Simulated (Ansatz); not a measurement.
## Au: single point with PBE

Crystal: Au.

```
Au
1.0
    -1.65727    1.65727    1.65727
     1.65727   -1.65727    1.65727
     1.65727    1.65727   -1.65727
Au
1
Direct
  0.00000 0.00000 0.00000
```

This isn't the form of Au at room conditions, which is fcc.

```
Program             : Ansatz 0.2.0
Task                : single point
Functional          : PBE
Potentials or basis : Ansatz PAW
Cutoff              : 420 eV (not typed: the program's choice for these potentials)
k mesh              : 11 × 11 × 11
Occupations         : fermi-dirac, width 0.05 eV
Spin                : no spin polarisation
```

The pressure is -0.9 GPa. The band gap on the k mesh is none (metal or under the smearing width).

Levels at points of the mesh, in eV from the Fermi level:
| k point | band 7 | band 8 | band 9 | band 10 | band 11 | band 12 | band 13 | band 14 |
| --- | --- | --- | --- | --- | --- | --- | --- | --- |
| (0.00, 0.00, 0.00) | -4.40 | -4.40 | -2.66 | -2.66 | 16.55 | 16.55 | 16.55 | 23.27 |

Wall time 1.2 s on 2 threads of Intel(R) Xeon(R) Processor @ 2.70GHz (shared host), peak memory 0.3 GiB.

The run has no spin-orbit coupling, so splittings on Au are missing.
